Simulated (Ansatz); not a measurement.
## Nudged elastic band run: Si₇O₁₆

input.yaml

```yaml
crystal:
  lattice:
    - [-4.156, -4.156, 0.0]
    - [4.156, -4.156, 0.0]
    - [0.0, 0.0, 5.3202]
  atoms:
    - { symbol: Si, position: [0.5006873, 0.50081285, -0.00208916] }
    - { symbol: Si, position: [0.00068901, 0.50078736, 0.24818533] }
    - { symbol: O, position: [0.19467056, 0.50079903, -0.00209486] }
    - { symbol: O, position: [0.00068668, 0.1949245, 0.24658155] }
    - { symbol: O, position: [0.8067228, 0.50080509, -0.00210969] }
    - { symbol: O, position: [0.00068692, 0.80664614, 0.24657818] }
    - { symbol: Si, position: [0.00069837, 0.50079981, 0.74760476] }
    - { symbol: O, position: [0.18752666, 0.50078221, 0.49790849] }
    - { symbol: O, position: [0.00068018, 0.19493103, 0.74919847] }
    - { symbol: O, position: [0.81382658, 0.5007817, 0.49789695] }
    - { symbol: O, position: [0.0006847, 0.80665972, 0.7491985] }
    - { symbol: Si, position: [0.00069175, 0.00079421, -0.00210361] }
    - { symbol: Si, position: [0.50069514, 0.00079635, 0.25006356] }
    - { symbol: O, position: [0.69984259, 0.00079803, -0.00211897] }
    - { symbol: O, position: [0.50070233, 0.7066671, 0.23210165] }
    - { symbol: O, position: [0.30154528, 0.00079663, -0.00210571] }
    - { symbol: O, position: [0.50069885, 0.29493499, 0.23207615] }
    - { symbol: Si, position: [0.00069962, 0.00078065, 0.49788628] }
    - { symbol: Si, position: [0.50069478, 0.00078152, 0.74572109] }
    - { symbol: O, position: [0.69714532, 0.00080587, 0.49789222] }
    - { symbol: O, position: [0.50068265, 0.70664449, 0.76368982] }
    - { symbol: O, position: [0.30423444, 0.00081085, 0.49789258] }
    - { symbol: O, position: [0.50067962, 0.29492646, 0.76372282] }
basis:
  ecutwfc: 420.0
kpoints:
  mp_grid: { grid: [2, 2, 3] }
hamiltonian:
  xc: pbe
  dispersion: d3bj
  pseudopotentials: { kind: paw, azcp: { folder: soft_1 } }
scf:
  occupations: { method: fermi_dirac, width: 0.05 }
  lower_state_search: "off"
neb:
  images: 5
  f_tol: 0.05
  initial_path: linear
  max_iterations: 80
  optimiser: fire
  final_atoms:
    - { symbol: Si, position: [0.5, 0.5, 0.5] }
    - { symbol: Si, position: [0.0, 0.5, 0.24980494] }
    - { symbol: O, position: [0.18673214, 0.5, 0.0] }
    - { symbol: O, position: [0.0, 0.1941247, 0.2513269] }
    - { symbol: O, position: [0.81326786, 0.5, 0.0] }
    - { symbol: O, position: [0.0, 0.8058753, 0.2513269] }
    - { symbol: Si, position: [0.0, 0.5, 0.75019506] }
    - { symbol: O, position: [0.19399269, 0.5, 0.5] }
    - { symbol: O, position: [0.0, 0.1941247, 0.7486731] }
    - { symbol: O, position: [0.80600731, 0.5, 0.5] }
    - { symbol: O, position: [0.0, 0.8058753, 0.7486731] }
    - { symbol: Si, position: [0.0, 0.0, 0.0] }
    - { symbol: Si, position: [0.5, 0.0, 0.24783906] }
    - { symbol: O, position: [0.69647758, 0.0, 0.0] }
    - { symbol: O, position: [0.5, 0.70586394, 0.26575593] }
    - { symbol: O, position: [0.30352242, 0.0, 0.0] }
    - { symbol: O, position: [0.5, 0.29413606, 0.26575593] }
    - { symbol: Si, position: [0.0, 0.0, 0.5] }
    - { symbol: Si, position: [0.5, 0.0, 0.75216094] }
    - { symbol: O, position: [0.69915569, 0.0, 0.5] }
    - { symbol: O, position: [0.5, 0.70586394, 0.73424407] }
    - { symbol: O, position: [0.30084431, 0.0, 0.5] }
    - { symbol: O, position: [0.5, 0.29413606, 0.73424407] }
  order_check: true
```

Run as:

```bash
$ ansatz run input.yaml --threads 2 --pin off --max-ram 5120MiB --backend cpu --events-out ev --progress --plain --runs-dir out
```

Output, in part (warnings, iteration lines):

```
NEB end point (image 0): max|allowed force component| = 5.749e-3 eV/Å (the criterion of neb.relax_end_points is 1.000e-2)
NEB iter   1: max|band force component| = 2.975e1 eV/Å  barrier→ = 15.1109 eV  barrier← = 15.1109 eV  Δτ_max = 0.2000 Å  (80 SCF iters)
NEB iter   2: max|band force component| = 4.952e0 eV/Å  barrier→ = 6.9939 eV  barrier← = 6.9939 eV  Δτ_max = 0.1068 Å  (47 SCF iters)
NEB iter   3: max|band force component| = 4.668e0 eV/Å  barrier→ = 6.7892 eV  barrier← = 6.7892 eV  Δτ_max = 0.0238 Å  (46 SCF iters)
NEB iter   4: max|band force component| = 2.638e0 eV/Å  barrier→ = 6.7299 eV  barrier← = 6.7299 eV  Δτ_max = 0.0370 Å  (36 SCF iters)
NEB iter   5: max|band force component| = 6.219e-1 eV/Å  barrier→ = 6.6812 eV  barrier← = 6.6812 eV  Δτ_max = 0.0037 Å  (40 SCF iters)
NEB iter   6: max|band force component| = 5.075e-1 eV/Å  barrier→ = 6.6644 eV  barrier← = 6.6644 eV  Δτ_max = 0.0061 Å  (33 SCF iters)
NEB iter   7: max|band force component| = 4.869e-1 eV/Å  barrier→ = 6.6402 eV  barrier← = 6.6402 eV  CI = image 3  Δτ_max = 0.0083 Å  (35 SCF iters)
NEB iter   8: max|band force component| = 4.927e-1 eV/Å  barrier→ = 6.6160 eV  barrier← = 6.6160 eV  CI = image 3  Δτ_max = 0.0101 Å  (35 SCF iters)
[... lines left out ...]
```

The run converged. The band force fell under the threshold earlier too, but the program's further tests of the path sent the band on. The profile has 2 maxima (images 2, 4) with wells between them (image 3): this band takes more than one step, which may be the mechanism or a detour left from its start path. Neighbouring images differ by up to 2.4 eV, so the band resolves the path poorly. By the program's own check the climbing image is a first-order saddle point (lowest curvatures found: -12.78 and 2.03 eV/Å²). Limits of this set-up: coarse k mesh, no spin, though dangling bonds at a vacancy may carry it, a small cell, in which the defect meets its images.

Final band (atoms are numbered from 1 in the order of the input):

| image | path coordinate (Å) | energy (eV) | Si1–O3 (Å) | Si1–O5 (Å) | Si1–O8 (Å) |
| --- | --- | --- | --- | --- | --- |
| 0 | 0.00 | 0.00 | 1.80 | 1.80 | 3.23 |
| 1 | 0.59 | 1.62 | 1.67 | 2.05 | 2.69 |
| 2 | 1.17 | 3.84 | 1.60 | 2.50 | 2.03 |
| 3 | 1.73 | 3.31 | 1.66 | 2.87 | 1.65 |
| 4 | 2.28 | 3.80 | 2.17 | 2.93 | 1.60 |
| 5 | 2.83 | 1.43 | 2.76 | 3.05 | 1.68 |
| 6 | 3.38 | 0.00 | 3.24 | 3.24 | 1.80 |

Time of the run: 18 min on 2 threads of INTEL(R) XEON(R) PLATINUM 8581C CPU @ 2.30GHz (Emerald Rapids) (shared host), peak memory 0.97 GiB.
